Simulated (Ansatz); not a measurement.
Computed with DFT PBE, scalar-relativistic, plane waves, PAW (Ansatz 0.2.0). Settings: cutoff 420 eV, Γ-centred meshes spaced at most about 0.3 Å⁻¹, and about 0.25 Å⁻¹ or finer for metals (2π included), Gaussian smearing. No spin polarisation in the final relaxations.

Temperature and zero-point effects are left out.

Two relaxed structures of C:

1.

```cif
data_structure
_symmetry_space_group_name_H-M 'Fmmm'
_symmetry_Int_Tables_number 69
_cell_length_a 2.4665
_cell_length_b 4.2721
_cell_length_c 8.6207
_cell_angle_alpha 90.000
_cell_angle_beta 90.000
_cell_angle_gamma 90.000
_cell_volume 90.84
loop_
_atom_site_label
_atom_site_type_symbol
_atom_site_symmetry_multiplicity
_atom_site_Wyckoff_symbol
_atom_site_fract_x
_atom_site_fract_y
_atom_site_fract_z
_atom_site_occupancy
C1 C 8 h 0.50000 0.66667 0.00000 1
```

2.

```cif
data_structure
_symmetry_space_group_name_H-M 'Imm2'
_symmetry_Int_Tables_number 44
_cell_length_a 2.6657
_cell_length_b 3.7935
_cell_length_c 6.0989
_cell_angle_alpha 90.000
_cell_angle_beta 90.000
_cell_angle_gamma 90.000
_cell_volume 61.67
loop_
_atom_site_label
_atom_site_type_symbol
_atom_site_symmetry_multiplicity
_atom_site_Wyckoff_symbol
_atom_site_fract_x
_atom_site_fract_y
_atom_site_fract_z
_atom_site_occupancy
C1 C 4 d 0.50000 0.67333 0.24812 1
C2 C 2 a 0.50000 0.50000 0.46718 1
C3 C 2 b 0.50000 0.00000 0.11398 1
```

Question: Which would you expect to be lower, and how large is the difference?

Answer: Cell 1 is lower, by 0.93 eV/atom. Cell 1 has space group Fmmm (No. 69), 11.4 Å³/atom and a gap of 1.04 eV on its mesh; cell 2 has space group Imm2 (No. 44), 7.7 Å³/atom and no gap. Counting all near atoms (those within 1.25 times the shortest such distance or 1.15 times the sum of covalent radii; a plus sign parts nearer from farther groups; a slash parts the counts of unlike sites), cell 1 has C 3 and cell 2 has C 1+2/4. Both come from invented guesses. The part of the Crystallography Open Database at hand lists C in space groups No. 58, 69, 71, 141, 166 and others; sharing a group (Fmmm) doesn't make a cell the listed structure.

No dispersion correction is applied, so the spacing and binding between layers, chains or molecules are poorly described (Fmmm), and this can change margins and order among such cells. Kohn–Sham gaps at this level usually fall short of measured ones. Cells relaxed within their symmetry can be saddle points.

Cell 1 is graphite-like: flat honeycomb sheets in which every carbon is sp² bonded and the π electrons are delocalised. Cell 2 mixes planar three-coordinate and four-coordinate carbon, and its coordinates reveal cyclopropene-like triangles, each with a short C=C bond closed by a tetrahedral atom. The severe angle strain in these rings, together with the loss of extended π conjugation, probably accounts for most of the 0.93 eV/atom. That margin is far larger than the interlayer binding of graphite, so weak forces between the sheets should not reverse the order.

The gap of 1.04 eV in cell 1 contradicts the known semimetallic character of graphite. It most likely arises because the mesh misses the zone-corner points where the π bands meet, and is not evidence of a semiconductor. The sheets also lie much farther apart than in real graphite, which exaggerates the volume contrast with cell 2. The denser cell 2 would gain ground under compression, but the energies given do not show whether it would ever become competitive with diamond.
